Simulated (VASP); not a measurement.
**GaAs: relaxation of cell and atoms with PBEsol**

The system is GaAs.

```
Ga As
1.0
     0.00000    2.82685    2.82685
     2.82685    0.00000    2.82685
     2.82685    2.82685    0.00000
Ga As
1 1
Cartesian
  0.0000 0.0000 0.0000
  1.4134 1.4134 1.4134
```

| Quantity | Value |
| --- | --- |
| Program | VASP 6.6.1 |
| Task | relaxation of cell and atoms |
| Functional | PBEsol |
| Potentials or basis | VASP PAW PBE potentials, release 64 (Ga_d, As) |
| Cutoff | 600 eV |
| k mesh | 10 × 10 × 10 |
| Occupations | gaussian, width 0.03 eV |
| Spin | no spin polarisation |
| Further INCAR settings | ALGO = Normal; EDIFF = 1e-06; IBRION = 2; EDIFFG = -0.01; NSW = 90; ISIF = 3 |

```json
{
 "Relaxed volume": "22.70 Å³/atom",
 "Relaxed cell": "a = 4.004 Å, b = 4.004 Å, c = 4.004 Å, α = 60.00°, β = 60.00°, γ = 60.00°",
 "Space group after relaxing (to 0.05 Å)": "F-43m (No. 216)",
 "Energy gained by relaxing": "0.1 meV/atom",
 "Ionic steps": "3",
 "Pressure after relaxing": "0.0 GPa",
 "Band gap on the k mesh": "0.42 eV, direct"
}
```

The path:
```
step  energy change (eV)  largest force (eV/Å)  pressure (GPa)  volume (Å³)
   1              0.0000                0.0000            0.33        45.18
   2             -0.0002                0.0000           -0.18        45.48
   3             -0.0002                0.0000            0.01        45.40
```

Final structure:
```xyz
2
Lattice="0.0000 2.8314 2.8314 2.8314 0.0000 2.8314 2.8314 2.8314 0.0000" Properties=species:S:1:pos:R:3 pbc="T T T"
Ga    0.0000    0.0000    0.0000
As    1.4157    1.4157    1.4157
```

Levels at points of the mesh, in eV from the valence-band top:
```tsv
k point	band 6	band 7	band 8	band 9	band 10	band 11	band 12	band 13
(0.00, 0.00, 0.00)	-12.72	0.00	0.00	0.00	0.42	3.69	3.69	3.69
(0.50, 0.00, 0.00)	-10.95	-6.65	-1.14	-1.14	0.92	4.58	4.58	7.58
(0.50, 0.50, 0.00)	-10.22	-6.83	-2.68	-2.68	1.36	1.57	10.09	10.09
```

Wall time 24 s on 1 thread of Intel(R) Xeon(R) 6975P-C (Granite Rapids) (shared host), peak memory 0.2 GiB.

Caveat: the PAW data sets were made with another functional, which shifts forces and pressure a little. Zero-point motion and thermal expansion aren't in these numbers.
